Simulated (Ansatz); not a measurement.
**What DFT gives for La**

```
La
1.0
    -2.05092    2.05092    2.05092
     2.05092   -2.05092    2.05092
     2.05092    2.05092   -2.05092
La
1
Direct
  0.00000 0.00000 0.00000
```

Single point in Ansatz 0.2.0 with PBE, no spin polarisation. Cutoff 420 eV, PAW datasets, 12×12×12 Γ-centred k mesh, gaussian filling (width 0.0207 eV).

**Question.** Metal or insulator?

**Answer.** It is a metal, with about 2.7 states/eV a cell as the mean within 0.25 eV of the Fermi level, mostly La d (86 %).

**Question.** Describe some of the short contacts.

**Answer.** La–La at 3.55 Å: least valence density 0.11 e/Å³ and ELF 0.10 there. These are pseudo-fields; inside the PAW spheres they differ from the all-electron ones.

**Question.** Is the cell too large or too small?

**Answer.** The pressure is 2.8 GPa (compression positive), so with the atoms held at these fractions the cell would first expand.

Origin: a known structure type with other elements, at an estimated volume, so it need not be a known compound. Caveats: many states at the Fermi level without spin polarisation, so a magnetic state may lie lower; f levels without a U or exact exchange are poorly placed.
